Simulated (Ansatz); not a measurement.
Runs of Ansatz 0.2.0 on MoS2. Symmetry: P-3m1, No. 164, trigonal system. Conventional cell: a = 3.227 Å, b = 3.227 Å, c = 6.312 Å, α = 90.00°, β = 90.00°, γ = 120.00°. Around Mo (site symmetry -3m) lie 6 S at 2.42 Å. S (site symmetry 3m) has 3 Mo at 2.42 Å as nearest neighbours. Measurements of this composition are mostly on another form, of space group No. 194.

```tsv
task	level	spin	cell	k mesh	smearing	points for each segment of the path	mesh quality	gap on the mesh (eV)	pressure (GPa)	relaxed volume (Å³/atom)	largest force (eV/Å)
single point	PBE	off	as given	9 × 9 × 4	gaussian 0.028 eV	-	not flagged	none	1.1	-	0.29
single point	PBE	off	as given	9 × 9 × 4	gaussian 0.027 eV	-	not flagged	none	1.1	-	0.30
relaxation of cell and atoms	revPBE+D4	off	relaxed	9 × 9 × 4	fermi-dirac 0.05 eV	-	not flagged	none	0.0	16.34	-
band structure	HSEsol	off	as given	5 × 5 × 2	fermi-dirac 0.05 eV	4	coarse	none	-6.0	-	0.52
relaxation of cell and atoms	RPBE+D3(BJ)	off	relaxed	9 × 9 × 4	fermi-dirac 0.05 eV	-	not flagged	-	0.0	13.72	0.01
relaxation of cell and atoms	revPBE+D3(BJ)	off	relaxed	9 × 9 × 4	fermi-dirac 0.05 eV	-	not flagged	-	0.0	16.05	-
single point	PBE	off	as given	9 × 9 × 4	gaussian 0.022 eV	-	not flagged	none	1.1	-	0.30
band structure	LDA	SOC, no magnetisation	as given	7 × 7 × 3	fermi-dirac 0.05 eV	14	not flagged	none	-5.7	-	(a)
band structure	PBE	SOC, no magnetisation	as given	7 × 7 × 3	fermi-dirac 0.05 eV	14	not flagged	none	1.3	-	0.27
band structure	PBEsol	off	as given	9 × 9 × 4	fermi-dirac 0.05 eV	14	not flagged	none	(c)	-	(b)
relaxation of cell and atoms	PBE+D4	off	relaxed	9 × 9 × 4	fermi-dirac 0.05 eV	-	not flagged	-	0.0	17.06	-
relaxation of cell and atoms	PBEsol+D4	off	relaxed	9 × 9 × 4	fermi-dirac 0.05 eV	-	not flagged	-	0.0	(d)	-
```

Alike in all rows: potentials or basis Ansatz PAW; cutoff (eV) 420.

Task: Fill in the values left out.

Result: (a) 0.18; (b) 0.02; (c) -3.4; (d) 16.28.

Caveats: some runs use coarse meshes; the PAW data sets come from PBE, with cores solved anew for the run's functional, which leaves a small shift of forces and pressure (some runs); this functional lacks dispersion, which binds the layers, so the pressure and a relaxed spacing across them are unreliable (some runs); the plane-wave basis is chosen anew once the cell has moved, so the energies of steps on either side of that aren't comparable (some runs); the volume moved by over 15 % at a fixed basis, so the end points are rough (some runs); the thresholds are loose for stress (some runs).

A k mesh can miss the band edges, and rows without SOC leave out spin-orbit coupling on Mo.

A gap of «none» marks a metal or a gap under the smearing width.
